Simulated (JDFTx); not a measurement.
Crystal: Pb.

```
CELL_PARAMETERS angstrom
0.00000 2.47502 2.47502
2.47502 0.00000 2.47502
2.47502 2.47502 0.00000
ATOMIC_POSITIONS crystal
Pb 0.00000 0.00000 0.00000
```

| Quantity | Value |
| --- | --- |
| Program | JDFTx 1.7.0 (patched build) |
| Task | relaxation of cell and atoms |
| Functional | revPBE |
| Potentials or basis | SG15-PBE-1.2 with smoothed tails |
| Cutoff | 1088 eV |
| Density cutoff | 4354 eV |
| k mesh | 4 × 4 × 4 |
| Occupations | fermi-dirac, width 0.05 eV |
| Spin | no spin polarisation |

At the start: pressure 3.2 GPa; volume 30.32 Å³/atom.

Q: How do energy, volume and symmetry change on relaxing?

A: Over 6 steps the energy falls by 20.5 meV/atom and the volume is 32.56 Å³/atom (+7.4 %); space group Fm-3m (No. 225, to 0.05 Å).

The path:
| step | energy change (eV) | largest force (eV/Å) | pressure (GPa) | volume (Å³) |
| --- | --- | --- | --- | --- |
| 1 | 0.0000 | 0.0000 | 3.15 | 30.32 |
| 2 | -0.0071 | 0.0000 | 2.48 | 30.73 |
| 3 | -0.0203 | 0.0000 | 0.29 | 32.32 |
| 4 | -0.0205 | 0.0000 | 0.04 | 32.53 |
| 5 | -0.0205 | 0.0000 | 0.00 | 32.56 |
| 6 | -0.0205 | 0.0000 | 0.00 | 32.56 |

Final structure:
```cif
data_structure
_symmetry_space_group_name_H-M 'P 1'
_symmetry_Int_Tables_number 1
_cell_length_a 3.5844
_cell_length_b 3.5844
_cell_length_c 3.5844
_cell_angle_alpha 60.000
_cell_angle_beta 60.000
_cell_angle_gamma 60.000
_cell_volume 32.56
loop_
_atom_site_label
_atom_site_type_symbol
_atom_site_fract_x
_atom_site_fract_y
_atom_site_fract_z
_atom_site_occupancy
Pb1 Pb 0.00000 0.00000 0.00000 1
```

Caveat: the k mesh is coarse (spacing up to 0.55 Å⁻¹), so the values aren't converged; the plane waves are those of the starting cell, so after so large a change of volume the result is rough; the potentials were made for another functional, which shifts forces and pressure.
